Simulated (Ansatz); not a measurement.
## Ga2O3 and a variant

Base: an entry of the Crystallography Open Database (COD), its atoms then relaxed with PBE in this cell.

```
CELL_PARAMETERS angstrom
6.10700 -1.51855 0.00000
6.10700 1.51855 0.00000
-1.38599 0.00000 5.63001
ATOMIC_POSITIONS crystal
Ga 0.09118 0.09118 0.79531
Ga 0.90882 0.90882 0.20469
Ga 0.65951 0.65951 0.31274
Ga 0.34049 0.34049 0.68726
O 0.16895 0.16895 0.10843
O 0.83105 0.83105 0.89157
O 0.17220 0.17220 0.56031
O 0.82780 0.82780 0.43969
O 0.49671 0.49671 0.25370
O 0.50329 0.50329 0.74630
```

Atom numbers follow the list; atoms alike are taken as one site, whose name carries the number of the first.

The numbers come from a DFT calculation in Ansatz (PBE, plane waves and PAW, scalar-relativistic, 420 eV cutoff, Γ-centred 10×10×6 k-points, Fermi–Dirac smearing 0.02 eV).

(1) Variant: z stretched by 1 %, ions relaxed. What happens to the gradients (10²¹ V/m²)?

## Answers

(1) 

| site | atoms | V_zz base | η base | V_zz variant | η variant |
| --- | --- | --- | --- | --- | --- |
| Ga1 | 1, 2 | -3.58 | 0.91 | 3.73 | 0.97 |
| Ga3 | 3, 4 | 2.54 | 0.11 | 2.36 | 0.02 |
| O5 | 5, 6 | -8.23 | 0.42 | -8.31 | 0.48 |
| O7 | 7, 8 | 4.11 | 0.03 | 4.17 | 0.05 |
| O9 | 9, 10 | -11.10 | 0.06 | -11.14 | 0.08 |

The largest change of V_zz along a kept axis is on Ga3, from 2.54 to 2.36. The whole tensor moves most on O5, by 0.39 along its most changed direction. In per cent, |V_zz| changes by -7 on Ga, 0 to +1 on O (all sites that start above 0.5, bar those whose gradient vanishes or changes sign or whose main axis turns by over 40°). On Ga1 the largest principal value lies along another axis in the second run, so the two V_zz can't be compared directly.

For the base: At this cell the PBE pressure is 8 GPa, so with PBE the cell would grow if it were relaxed.
For the variant: At this changed cell the PBE pressure is 6 GPa.
